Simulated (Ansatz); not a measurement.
# SiC: the gap against volume

SiC, F-43m, a = 4.380 Å. The compound has several low-lying forms, and this is one of them. Ansatz: PBE, PAW, 420 eV, Γ-centred 10×10×10 mesh on 2 atoms, Gaussian smearing 0.02 eV; no spin polarisation. Symmetry fixes shape and atoms, so the cell is only scaled; x = ln(V/V0) with V0 = 10.502 Å³/atom. The gap is read at the mesh points alone.

| x | gap y (eV) |
| --- | --- |
| -0.0619 | 1.315 |
| -0.0305 | 1.345 |
| 0.0000 | ? |
| 0.0296 | 1.398 |
| 0.0583 | 1.421 |

Task: Fit a straight line to the other rows, give the volume deformation potential of the gap and its pressure coefficient, and predict the missing gap. B0 = 212.7 GPa.

Result: Means x = -0.001125, y = 1.3698; Σ(Δx)² = 0.009032, ΣΔxΔy = 0.007968; the slope is their ratio. y = 1.371 + 0.8822 x. The slope is the deformation potential a = dE_g/d ln V = 0.88 eV, and dE_g/dP = −a/B0 = -4.15 meV/GPa. At x = 0.0000 the fit asked for gives 1.371 eV. The run gave 1.373 eV, so the fit is 0.002 eV too low, within twice the rms miss on the fitted rows (0.001 eV).

Semilocal functionals give gaps under the measured ones; changes of the gap mostly carry over better.